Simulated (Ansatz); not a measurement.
**Lead, diamond under PBE: ground state and equation of state**

Aim: take lead in the diamond structure, relax it, solve it on a dense k-mesh, switch on spin-orbit coupling, then scale the cell to 7 volumes from 88 to 112 % of the relaxed one and try a fit of the equation of state. The k-meshes are 8×8×8 for the relaxation; 13×13×13 for the dense run; 8×8×8 for spin-orbit coupling; 13×13×13 for the volumes.

This is Pb in the diamond structure; at room conditions it is fcc.

Method: DFT PBE, plane waves (420 eV) with PAW, scalar-relativistic, in Ansatz 0.2.0.

## Step 1: The system as given

It takes space group Fd-3m (No. 227, cubic). The conventional cell has a = 6.893 Å, b = 6.893 Å, c = 6.893 Å, α = 90.00°, β = 90.00°, γ = 90.00°. Pb (site symmetry -43m) has 4 Pb at 2.98 Å as nearest neighbours.

As a file:

```xyz
2
Lattice="0.0000 3.4467 3.4467 3.4467 0.0000 3.4467 3.4467 3.4467 0.0000" Properties=species:S:1:pos:R:3 pbc="T T T"
Pb    0.8617    0.8617    0.8617
Pb    6.0318    6.0318    6.0318
```

## Step 2: Relaxation of the cell

The input, input.yaml:

```yaml
crystal:
  lattice:
    - [0.0, 3.4467278281, 3.4467278281]
    - [3.4467278281, 0.0, 3.4467278281]
    - [3.4467278281, 3.4467278281, 0.0]
  atoms:
    - { symbol: Pb, position: [0.125, 0.125, 0.125] }
    - { symbol: Pb, position: [0.875, 0.875, 0.875] }
hamiltonian:
  xc: pbe
  pseudopotentials:
    kind: paw
    azcp:
      Pb: "pseudopotentials/Pb.paw.azcp"
basis:
  ecutwfc: 420
  fft_grid_basis: typed
kpoints:
  mp_grid: { grid: [8, 8, 8], shift: [0, 0, 0] }
magnetization:
  spin_polarized: false
scf:
  occupations: { method: fermi_dirac, width: 0.1 }
relax:
  max_steps: 60
  f_tol: 0.01
  cell: {}
```

After this run come: Single point on a dense mesh; Spin-orbit coupling switched on; Volume × 0.88; Volume × 0.92; Volume × 0.96; Volume × 1.0; Volume × 1.04; Volume × 1.08; Volume × 1.12.

Q: Predict the outcome of this session. Wanted: space group; conventional cell; volume; shortest distance; gap on the mesh; relative to fcc; V₀, B₀, B₀′.

**Answer**, as computed:

| quantity | value |
| --- | --- |
| space group (spins left aside) | Fd-3m (No. 227) |
| conventional cell | a = 7.062 Å |
| volume | 44.029 Å³/atom |
| shortest distance | 3.058 Å |
| gap on the mesh | none (levels filled in part) |
| relative to fcc | +259 meV/atom |
| V₀, B₀, B₀′ | 43.951 Å³/atom, 25 GPa, 4.7 |

What this shows: The relaxation enlarged the cell by 7.5 % in volume. Against the reference form of lead (fcc, computed apart with the same settings) it stands 259 meV/atom higher, so it is far from stable. Levels at the Fermi energy are filled in part, as in a metal. Totals with and without spin-orbit coupling (-38.8 eV/atom apart) can't be read as binding, since the two-component data shift the zero of energy. The fitted modulus is 25 GPa. Relaxation kept the symmetry; phonons were not checked.
